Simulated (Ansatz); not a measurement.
A 2-atom cell of MgSe started from a crystallographic database (r2SCAN geometry), in Ansatz:

```cif
data_structure
_symmetry_space_group_name_H-M 'Fm-3m'
_symmetry_Int_Tables_number 225
_cell_length_a 5.4726
_cell_length_b 5.4726
_cell_length_c 5.4726
_cell_angle_alpha 90.000
_cell_angle_beta 90.000
_cell_angle_gamma 90.000
_cell_volume 163.90
loop_
_atom_site_label
_atom_site_type_symbol
_atom_site_symmetry_multiplicity
_atom_site_Wyckoff_symbol
_atom_site_fract_x
_atom_site_fract_y
_atom_site_fract_z
_atom_site_occupancy
Mg1 Mg 4 a 0.00000 0.00000 0.00000 1
Se1 Se 4 b 0.50000 0.00000 0.00000 1
```

G0W0@PBE with 154 empty bands, a screening cutoff of 140 eV and a 4×4×4 mesh (PAW, contour deformation) gives 2.906 eV over the mesh points, from a PBE gap of 1.773 eV; it sums over 167 bands with 169 plane waves in the screening and a wave cutoff of 420 eV. The G0W0 figures hold for the stated bands, cutoff and mesh and aren't extrapolated. Spin-unpolarised throughout; all numbers are computed.

Problem. Estimate the gap with potentials of the kind norm-conserving, with them a wave cutoff of 1170 eV.

Solution. 2.857 eV (-0.049 eV), from a Kohn-Sham gap of 1.766 eV.

Problem. Another run gave a Kohn-Sham gap of 2.454 eV and a G0W0 gap of 3.235 eV, summing over 167 bands with 169 plane waves in the screening and a wave cutoff of 500 eV. What was changed?

Solution. Starting point r2SCAN, with them a wave cutoff of 500 eV. The Kohn-Sham gap has moved while bands and screening basis stay; the higher wave cutoff is that of a meta-GGA.

The runs are scalar-relativistic, without spin-orbit coupling.
